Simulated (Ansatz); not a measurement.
# Stack of 1T-PtSSe under 1T-ZrSSe, shifted by two thirds of the diagonal in a perpendicular field

Wanted: the out-of-plane response of the stack of 1T-PtSSe under 1T-ZrSSe, shifted by two thirds of the diagonal. A positive field points along +c.

Program: Ansatz 0.2.0. Level of theory: plane-wave DFT, PBE-D3(BJ), Ansatz PAW. Results are calculated unless marked as measured.

### Step 1. The starting structure

The cell holds 6 atoms: 2 Se, 1 Pt, 2 S and 1 Zr. Cell: a = 3.700 Å, b = 3.700 Å, c = 47.975 Å, α = 90.0°, β = 90.0°, γ = 120.0°. Regions: layer 1: 1T-PtSSe, 3 atoms (1 Se, 1 Pt and 1 S); layer 2: 1T-ZrSSe, 3 atoms (1 Se, 1 Zr and 1 S). Vacuum lies along c.

### Step 2. Relaxing the slab

The starting cell is a guess, so the in-plane lattice and the atoms are relaxed first, with the slab cut off from its images along the normal.

Input file input.yaml:

```yaml
crystal:
  lattice:
    - [3.7, 0.0, 0.0]
    - [-1.85, 3.204293994, 0.0]
    - [0.0, 0.0, 47.9746654271]
  atoms:
    - { symbol: Se, position: [0.6666666667, 0.3333333333, 0.4116756172] }
    - { symbol: Pt, position: [0.0, 0.0, 0.4372720533] }
    - { symbol: S, position: [0.3333333333, 0.6666666667, 0.4559157933] }
    - { symbol: Se, position: [0.3333333333, 0.6666666667, 0.5194910152] }
    - { symbol: Zr, position: [0.6666666667, 0.3333333333, 0.5564830548] }
    - { symbol: S, position: [0.0, 0.0, 0.5883243828] }
  periodic: [true, true, false]
kpoints:
  mp_grid: { grid: [12, 12, 1] }
hamiltonian:
  xc: pbe
  dispersion: d3bj
scf:
  occupations: { method: fermi_dirac, width: 0.05 }
  convergence: { dr2_threshold: 1.0e-09 }
relax:
  f_tol: 0.004
  max_steps: 90
  cell: {}
output:
  write_potential: true
  write_density: true
  volumetric_format: npy
```

Launch:

```bash
$ ansatz run input.yaml --threads 2 --pin off --max-ram 3072MiB --backend cpu --events-out ev --progress --plain --runs-dir out
```

Numbers of over 12 decimals in the logs are rounded to 6 here.

Log:

```text
Warning: relax.cell: scf.convergence.dr2_threshold = 1e-9 eV is looser than the 1.75791586682e-10 eV advised for a relaxation that steers and ends on the stress (1e-10 eV for each atom of the cell: 6, times the square of relax.cell.stress_2d_tol = 0.05 N/m over 18.5 Å (the atoms' height at the walk's start and 5 Å past either face), 2.706e-2 GPa, over a crystal's default 0.05). What an SCF threshold leaves in a stress goes as its square root, and in the free energy as the threshold itself, and one threshold admits the most on a small cell: [figures from the program's tests cut] Set scf.convergence.dr2_threshold to 1.75791586682e-10 eV or tighter. [rest of the remark cut]
Engine: ansatz 0.2.0, x86_64-unknown-linux-gnu
Pseudopotentials: kind: paw
Pseudopotential: Se, paw, valence charge 16, recommended cutoff 420 eV (normal), Se.paw.azcp
Pseudopotential: Pt, paw, valence charge 18, recommended cutoff 420 eV (normal), Pt.paw.azcp
Pseudopotential: S, paw, valence charge 6, recommended cutoff 420 eV (normal), S.paw.azcp
Pseudopotential: Zr, paw, valence charge 12, recommended cutoff 420 eV (normal), Zr.paw.azcp
Functional definition: PBE
  parameter kappa = 0.804
  parameter beta = 0.066725
  exchange = pbe_x(kappa = kappa, mu = beta*pi^2/3)
  correlation = pbe_c(beta = beta)
Crystal: 6 atoms, lattice volume = 568.782 Å³
Basis set: ecut = 420 eV, 11165 PW (Γ), exchange–correlation on 50×50×648 points (8 copies of the dense FFT grid, shifted against one another)
Bands: 45, of which v1, the nominal top of the filled ones, is band 37 counted from 1 (36 counted from 0)
Symmetry: 6 space group operations
Space group: P3m1 (ITA 156), of the structure as read, at distance tolerance 8.3e-5 Å
k-points: 19 of 144 (time reversal used)
Non-local potential: Se, projectors of the file, l = 0: 2, l = 1: 2, l = 2: 3, l = 3: 1
Non-local potential: Pt, projectors of the file, l = 0: 3, l = 1: 2, l = 2: 2, l = 3: 1
Non-local potential: S, projectors of the file, l = 0: 2, l = 1: 2, l = 2: 2
Non-local potential: Zr, projectors of the file, l = 0: 3, l = 1: 2, l = 2: 2, l = 3: 2
PAW form: soft (Blöchl's): semilocal exchange-correlation on the pseudo side does not see the compensation charge
PAW one-centre angular grid: Se, 590 points (default); XC on 64 Gauss nodes
PAW one-centre angular grid: Pt, 590 points (default); XC on 64 Gauss nodes
PAW one-centre angular grid: S, 110 points (default); XC on 64 Gauss nodes
PAW one-centre angular grid: Zr, 590 points (default); XC on 64 Gauss nodes
Initial density: superposition of atomic densities (neutral atoms: chi_scale 0, normalization atom), corrected by the library's trained network
Initial wavefunctions: pseudopotential atomic-orbital guess
Functional: x = pbe(κ = 0.804, μ = 0.219515), c = pbe(β = 0.066725)
SCF iter   1: F=—  HF=-29455.737290 eV  |F-HF|=—  |Δ(HF+E_count)|=         —  Δρ=2.00e-3  dr2=1.32e-1  ethr=1.77e-3  ⟨swp⟩=16.3  Hψ=5473  notcnv=0  defer=8
preconditioner: auto → LDOS  [insulator: Δε(μ)=0.230 eV  Ē_g=8.459 eV  σ=0.050 eV  W_gap=0.78  n_scr=28 (ndim 8)  ℏωp=9.6 eV  f_vac=0.749  D(μ)=0.18/eV (n_scr^D=2)  ε∞_Penn≈2.3  β→1.0]
SCF iter   2: F=—  HF=-29455.748014 eV  |F-HF|=—  |Δ(HF+E_count)|=   1.07e-2  Δρ=2.51e-3  dr2=1.64e-1  ethr=1.78e-4  ⟨swp⟩=4.0  Hψ=2024  notcnv=0  defer=25
SCF iter   3: F=—  HF=-29455.724808 eV  |F-HF|=—  |Δ(HF+E_count)|=   2.32e-2  Δρ=5.61e-4  dr2=6.43e-3  ethr=1.78e-4  ⟨swp⟩=2.5  Hψ=1215  notcnv=0  defer=25
SCF iter   4: F=—  HF=-29455.724519 eV  |F-HF|=—  |Δ(HF+E_count)|=   2.90e-4  Δρ=3.11e-4  dr2=3.71e-3  ethr=8.69e-6  ⟨swp⟩=3.2  Hψ=1744  notcnv=0  defer=25
SCF iter   5: F=—  HF=-29455.724217 eV  |F-HF|=—  |Δ(HF+E_count)|=   3.01e-4  Δρ=1.17e-4  dr2=5.68e-4  ethr=5.01e-6  ⟨swp⟩=2.3  Hψ=1105  notcnv=0  defer=25
SCF iter   6: F=—  HF=-29455.724156 eV  |F-HF|=—  |Δ(HF+E_count)|=   6.12e-5  Δρ=4.14e-5  dr2=8.70e-5  ethr=7.68e-7  ⟨swp⟩=2.7  Hψ=1294  notcnv=0  defer=25
SCF iter   7: F=—  HF=-29455.724133 eV  |F-HF|=—  |Δ(HF+E_count)|=   2.28e-5  Δρ=2.20e-5  dr2=6.15e-6  ethr=1.18e-7  ⟨swp⟩=3.0  Hψ=1315  notcnv=0  defer=25
SCF iter   8: F=—  HF=-29455.724349 eV  |F-HF|=—  |Δ(HF+E_count)|=   2.16e-4  Δρ=7.38e-6  dr2=3.51e-7  ethr=8.31e-9  ⟨swp⟩=3.0  Hψ=1632  notcnv=0  defer=25
SCF iter   9: F=—  HF=-29455.724350 eV  |F-HF|=—  |Δ(HF+E_count)|=   2.92e-7  Δρ=2.90e-6  dr2=7.70e-8  ethr=4.75e-10  ⟨swp⟩=3.6  Hψ=1834  notcnv=0  defer=25
SCF iter  10: F=—  HF=-29455.724350 eV  |F-HF|=—  |Δ(HF+E_count)|=   8.41e-8  Δρ=8.70e-7  dr2=1.45e-8  ethr=1.04e-10  ⟨swp⟩=2.8  Hψ=1352  notcnv=0  defer=25
SCF iter  11: F=—  HF=-29455.724350 eV  |F-HF|=—  |Δ(HF+E_count)|=   1.03e-8  Δρ=4.48e-7  dr2=2.84e-9  ethr=1.96e-11  ⟨swp⟩=3.1  Hψ=1300  notcnv=0  defer=25
SCF iter  12: F=-29455.724350 eV  HF=-29455.724350 eV  |F-HF|=2.95e-9  |Δ(HF+E_count)|=   5.05e-9  Δρ=2.15e-7  dr2=4.21e-10  ethr=1.35e-12  ⟨swp⟩=11.5  Hψ=6134  notcnv=0
SCF 1 converged in 12 iterations: F = -29455.724350 eV  dr2 = 4.21e-10
  greatest PAW one-centre occupation: 1.000 electrons in one spin orbital (limit 2), on the Pt atom at site 1 (counted from 0), in its partial waves of l = 0
relax step   1: F+E_penalty+E_count = -29455.72434960 eV  Δ(F+E_penalty+E_count) = +0.000e0 eV  max|allowed force component| = 2.636e0 eV/Å  Δτ_max = 0.0000 Å  P = +2.613 N/m  Ω = 568.782 Å³  fix = [c, alpha, beta]  reactions: c +0.000 N/m  (12 SCF iters, accepted)
Crystal: 6 atoms, lattice volume = 567.975 Å³
Basis set: ecut = 420 eV, 11141 PW (Γ), exchange–correlation on 50×50×648 points (8 copies of the dense FFT grid, shifted against one another)
Initial density: handed on by an earlier stage of this run
Initial wavefunctions: those handed on with the density
iter 1 solved again at ethr=3.30e-4 eV; its pass at ethr=3.10e-3 eV (dr2=2.44e-1 eV) is discarded
SCF iter   1: F=—  HF=-29456.373593 eV  |F-HF|=—  |Δ(HF+E_count)|=         —  Δρ=6.15e-3  dr2=2.62e-1  ethr=3.30e-4  ⟨swp⟩=2.6  Hψ=5089  notcnv=0
preconditioner: auto → Resta (q_TF=auto, 1.943 Å⁻¹)  ε∞=2.3  [insulator: Δε(μ)=0.628 eV  Ē_g=8.280 eV  σ=0.050 eV  W_gap=1.00  n_scr=28 (ndim 8)  ℏωp=9.6 eV  f_vac=0.749  D(μ)=0.02/eV (n_scr^D=0)  ε∞_Penn≈2.3  vacuum switching on, ρ_ref=5.0e-3 e/Å³]
SCF iter   2: F=—  HF=-29456.337893 eV  |F-HF|=—  |Δ(HF+E_count)|=   3.57e-2  Δρ=3.37e-3  dr2=1.10e-1  ethr=3.30e-4  ⟨swp⟩=3.8  Hψ=1504  notcnv=0
SCF iter   3: F=—  HF=-29456.327741 eV  |F-HF|=—  |Δ(HF+E_count)|=   1.02e-2  Δρ=2.14e-3  dr2=5.09e-2  ethr=1.48e-4  ⟨swp⟩=3.6  Hψ=1514  notcnv=0
[...]
SCF iter  10: F=—  HF=-29456.417738 eV  |F-HF|=—  |Δ(HF+E_count)|=   2.21e-4  Δρ=6.21e-6  dr2=2.83e-7  ethr=5.06e-9  ⟨swp⟩=3.3  Hψ=1714  notcnv=0  defer=25
SCF iter  11: F=—  HF=-29456.417738 eV  |F-HF|=—  |Δ(HF+E_count)|=   2.39e-7  Δρ=2.11e-6  dr2=3.62e-8  ethr=3.82e-10  ⟨swp⟩=2.9  Hψ=1676  notcnv=0  defer=25
SCF iter  12: F=—  HF=-29456.417738 eV  |F-HF|=—  |Δ(HF+E_count)|=   3.77e-8  Δρ=1.48e-6  dr2=7.23e-8  ethr=4.89e-11  ⟨swp⟩=2.9  Hψ=1467  notcnv=0  defer=25
SCF iter  13: F=—  HF=-29456.417738 eV  |F-HF|=—  |Δ(HF+E_count)|=   3.17e-9  Δρ=4.88e-7  dr2=2.16e-9  ethr=4.89e-11  ⟨swp⟩=2.4  Hψ=1104  notcnv=0  defer=26
SCF iter  14: F=—  HF=-29456.417738 eV  |F-HF|=—  |Δ(HF+E_count)|=   1.56e-9  Δρ=3.42e-7  dr2=2.70e-9  ethr=1.35e-12  ⟨swp⟩=11.7  Hψ=6240  notcnv=0
SCF iter  15: F=-29456.417738 eV  HF=-29456.417738 eV  |F-HF|=1.46e-10  |Δ(HF+E_count)|=  2.98e-10  Δρ=1.25e-7  dr2=6.91e-11  ethr=1.35e-12  ⟨swp⟩=7.9  Hψ=5283  notcnv=0
SCF 3 converged in 15 iterations: F = -29456.417738 eV  dr2 = 6.91e-11
relax step   3: F+E_penalty+E_count = -29456.41773825 eV  Δ(F+E_penalty+E_count) = -9.373e-2 eV  max|allowed force component| = 1.264e-1 eV/Å  Δτ_max = 0.1939 Å  P = -0.200 N/m  Ω = 558.064 Å³  energy of the carried Pulay correction = +3.777e-4 eV  fix = [c, alpha, beta]  reactions: c -0.000 N/m  (15 SCF iters, accepted)
[...]
relax step   4: F+E_penalty+E_count = -29456.42682464 eV  Δ(F+E_penalty+E_count) = -9.086e-3 eV  max|allowed force component| = 9.727e-2 eV/Å  Δτ_max = 0.0961 Å  P = -0.084 N/m  Ω = 557.897 Å³  energy of the carried Pulay correction = +3.836e-4 eV  fix = [c, alpha, beta]  reactions: c -0.000 N/m  (14 SCF iters, accepted)
[...]
relax step   5: F+E_penalty+E_count = -29456.42778612 eV  Δ(F+E_penalty+E_count) = -9.615e-4 eV  max|allowed force component| = 7.029e-3 eV/Å  Δτ_max = 0.0080 Å  P = -0.257 N/m  Ω = 557.420 Å³  energy of the carried Pulay correction = +4.006e-4 eV  fix = [c, alpha, beta]  reactions: c -0.000 N/m  (10 SCF iters, accepted)
[...]
relax step   6: F+E_penalty+E_count = -29456.42806518 eV  Δ(F+E_penalty+E_count) = -2.791e-4 eV  max|allowed force component| = 5.231e-3 eV/Å  Δτ_max = 0.0054 Å  P = -0.069 N/m  Ω = 556.260 Å³  energy of the carried Pulay correction = +4.419e-4 eV  fix = [c, alpha, beta]  reactions: c -0.000 N/m  (10 SCF iters, accepted)
[...]
relax step   7: F+E_penalty+E_count = -29456.42809276 eV  Δ(F+E_penalty+E_count) = -2.758e-5 eV  max|allowed force component| = 1.864e-3 eV/Å  Δτ_max = 0.0006 Å  P = -0.001 N/m  Ω = 555.929 Å³  energy of the carried Pulay correction = +4.538e-4 eV  fix = [c, alpha, beta]  reactions: c -0.000 N/m  (8 SCF iters, accepted)
Initial wavefunctions: pseudopotential atomic-orbital guess (no wavefunctions were taken with the density)
iter 1 solved again at ethr=1.48e-7 eV; its pass at ethr=3.10e-3 eV (dr2=1.10e-4 eV) is discarded
SCF iter   1: F=—  HF=-29456.427474 eV  |F-HF|=—  |Δ(HF+E_count)|=         —  Δρ=1.57e-5  dr2=2.13e-7  ethr=1.48e-7  ⟨swp⟩=5.7  Hψ=9001  notcnv=0
preconditioner: auto → Resta (q_TF=auto, 1.950 Å⁻¹)  ε∞=2.4  [insulator: Δε(μ)=0.498 eV  Ē_g=8.229 eV  σ=0.050 eV  W_gap=0.98  n_scr=28 (ndim 8)  ℏωp=9.7 eV  f_vac=0.738  D(μ)=0.01/eV (n_scr^D=0)  ε∞_Penn≈2.4  vacuum switching on, ρ_ref=4.9e-3 e/Å³]
SCF iter   2: F=—  HF=-29456.427663 eV  |F-HF|=—  |Δ(HF+E_count)|=   1.89e-4  Δρ=7.87e-6  dr2=5.69e-8  ethr=2.88e-10  ⟨swp⟩=4.2  Hψ=2513  notcnv=0
SCF iter   3: F=—  HF=-29456.427663 eV  |F-HF|=—  |Δ(HF+E_count)|=   6.00e-8  Δρ=2.02e-6  dr2=1.07e-7  ethr=7.68e-11  ⟨swp⟩=3.0  Hψ=1722  notcnv=0
SCF iter   4: F=—  HF=-29456.427663 eV  |F-HF|=—  |Δ(HF+E_count)|=   7.04e-9  Δρ=1.02e-6  dr2=1.14e-8  ethr=7.68e-11  ⟨swp⟩=2.7  Hψ=1244  notcnv=0
SCF iter   5: F=—  HF=-29456.427663 eV  |F-HF|=—  |Δ(HF+E_count)|=  4.98e-10  Δρ=4.22e-7  dr2=2.36e-9  ethr=1.54e-11  ⟨swp⟩=2.9  Hψ=1346  notcnv=0
SCF iter   6: F=-29456.427663 eV  HF=-29456.427663 eV  |F-HF|=1.38e-10  |Δ(HF+E_count)|=  1.09e-11  Δρ=2.06e-7  dr2=1.12e-10  ethr=1.35e-12  ⟨swp⟩=15.1  Hψ=6245  notcnv=0
SCF 8 converged in 6 iterations: F = -29456.427663 eV  dr2 = 1.12e-10
relax step   8: F+E_penalty+E_count = -29456.42766318 eV  Δ(F+E_penalty+E_count) = +4.296e-4 eV  max|allowed force component| = 1.975e-3 eV/Å  Δτ_max = 0.0000 Å  P = -0.002 N/m  Ω = 555.929 Å³  fix = [c, alpha, beta]  reactions: c -0.000 N/m  stress off target by 2.49e-3 N/m on what of the cell is left free  SCF on the basis re-selected at this cell (its energy is not comparable with the rows above)  (6 SCF iters)
basis re-selected at this cell: Δ(F+E_penalty+E_count) = +4.296e-4 eV, ΔP = -0.001 N/m vs the last step (what re-selecting the basis moved, of the pressure what is left beyond the Pulay correction that the steps carried, after the strain that the cell walked since its last selection, with what the two solves' SCF thresholds leave and, on support functions, any second-order correction that the steps lacked; it is no m [...]
SCF converged after 6 iterations
Free energy (F): -29456.427663 eV
Harris-Foulkes:  -29456.427663 eV  (|F-HF|=1.38e-10)
Internal energy: -29456.427462 eV  (E = F + TS)
E sigma→0 (E₀):  -29456.427563 eV
Entropy (-TS):   -0.000201 eV (-0.034 meV/atom)
Fermi energy:    -5.101501 eV
--- Per-component energies (eV) ---
  E_band       = -2321.900125
  E_kinetic    = 1420.546486
  E_local      = -362658.190613  (includes V_loc(G=0)·N_el)
  E_nonlocal   = -857.537067
  E_hartree    = 180289.593416
  E_xc         = -826.953215
  E_vxc        = -865.990419  (∫ρ·V_xc dr)
  E_paw        = -17430.262055  (= ΣΔE_a)
  E_vpaw       = 60.086800  (= ΣTr[D̂ρ^β])
  E_aug_tail   = -0.000945  (compensation charges beyond the density's cutoff)
  E_ewald      = 170608.261527
  E_disp       = -1.884995  (pairwise vdW)
  E_smearing   = -0.000201  (= −TS)
  E_closure    = -0.000000  (closes the sum)
  Σ components = -29456.427663   (vs F -29456.427663, Δ=0.00e0)
--- Forces (eV/Å), atoms counted from 1 ---
  atom   1  Se     0.00000000     0.00000000    -0.00099793
  atom   2  Pt     0.00000000    -0.00000000    -0.00078243
  atom   3  S      0.00000000     0.00000000     0.00197486
  atom   4  Se     0.00000000     0.00000000     0.00051592
  atom   5  Zr     0.00000000    -0.00000000    -0.00086742
  atom   6  S      0.00000000    -0.00000000     0.00015401
  max |Σ_I F_I| component: 2.98e-6 eV/Å
--- 2D stress c σ (N/m, compression-positive) ---
       -0.002492      -0.000000      -0.000000
       -0.000000      -0.002492      -0.000000
       -0.000000      -0.000000      -0.000000
  P = ½ c Tr σ = -0.0025 N/m
--- Band table (eV; the first three rows and the last of 19) ---
  k-point 0: bands = [... 33 lower, -6.2195, -6.0825, -5.3262, -5.3262, -4.0844, -4.0844, -3.4053, -2.9872, ... 4 higher]
  k-point 1: bands = [... 33 lower, -6.2001, -5.9029, -5.8185, -5.5748, -4.0158, -3.7999, -3.4496, -3.2491, ... 4 higher]
  k-point 2: bands = [... 33 lower, -6.3575, -6.2349, -5.9714, -5.6681, -4.2414, -4.1352, -3.3402, -3.2837, ... 4 higher]
  k-point 18: bands = [... 33 lower, -7.5992, -7.4344, -7.0600, -6.6760, -4.3553, -3.8807, -3.2244, -2.8113, ... 4 higher]
  the weakly bound empty levels are not read free of the cell's end (no_gap_told)
--- Relaxed structure (7 steps of the walk, 7 accepted, 1 SCFs on fresh bases) ---
  F+E_penalty+E_count = -29456.42766318 eV   max|allowed force component| = 1.975e-3 eV/Å   (the final SCF, on the basis selected at the relaxed cell)
  cell:  # Å, volume = 555.9289 Å³
    - [3.657955, 0, 0]
    - [-1.828977, 3.167882, 0]
    - [0, 0, 47.9746654271]
  atoms:
    - { symbol: Se, position: [0.666667, 0.333333, 0.402641] }
    - { symbol: Pt, position: [-6.598344802205983e-18, 0, 0.430397] }
    - { symbol: S, position: [0.333333, 0.666667, 0.455306] }
    - { symbol: Se, position: [0.333333, 0.666667, 0.527297] }
    - { symbol: Zr, position: [0.666667, 0.333333, 0.561912] }
    - { symbol: S, position: [3.1528799142523196e-18, 0, 0.591610] }
```

It took 8.8 min on 2 threads of Intel Xeon at 2.50GHz (Skylake/Cascade Lake), shared host; peak memory 1 GiB.

Relaxation path:

```csv
step,energy less that of the first step (eV),largest force component (eV/Å),volume (Å³)
1,0.0000,2.6361,568.78
2,-0.5997,0.4896,567.98
3,-0.6934,0.1264,558.06
4,-0.7025,0.0973,557.90
5,-0.7034,0.0070,557.42
6,-0.7037,0.0052,556.26
7,-0.7037,0.0019,555.93
8*,-0.7033,0.0020,555.93
```

Relaxation steps marked * repeat the geometry before them on a plane-wave basis chosen anew for their cell, so energy and pressure can jump there.

The run keeps the 6 symmetry operations that it works with, so distortions that break them were not tested.

```csv
cell as run,before,after,change
a (Å),3.700,3.658,-1.1 %
b (Å),3.700,3.658,-1.1 %
```

The atoms that moved most (Å, along periodic axes as changes of fractional coordinates times the final cell, across vacuum about the mean position):

```csv
atom,dx,dy,dz,length
Se1,0.000,0.000,-0.433,0.433
Se4,0.000,0.000,0.374,0.374
Pt2,0.000,0.000,-0.330,0.330
Zr5,0.000,0.000,0.260,0.260
S6,0.000,0.000,0.158,0.158
S3,0.000,0.000,-0.029,0.029
```

Final coordinates:

```xyz
6
Lattice="3.6580 0.0000 0.0000 -1.8290 3.1679 0.0000 0.0000 0.0000 47.9747" Properties=species:S:1:pos:R:3
Se    1.8290    1.0560   19.3166
Pt    0.0000    0.0000   20.6481
S     0.0000    2.1119   21.8432
Se    0.0000    2.1119   25.2969
Zr    1.8290    1.0560   26.9575
S     0.0000    0.0000   28.3823
```

Numbers from this step:

```yaml
energy_at_zero_smearing: -29456.4276 eV
```

The lattice constant a goes from 3.700 to 3.658 Å.

[end of part 1 of 2]

[Logs are printed without paths, hosts, clocks, repeated set-up lines and the standing remarks that a program may print on its own settings, such as how far it seeks lower states.]

[Hosts, paths, dates, database ids (printed as entryN), source tags and the programs' standing remarks are cut or masked in the printed files.]

[Maps of the electrostatic potential energy from Ansatz leave out the sawtooth potential of an applied field or a dipole correction, so their vacuum need not be flat; planar profiles and work functions include it.]
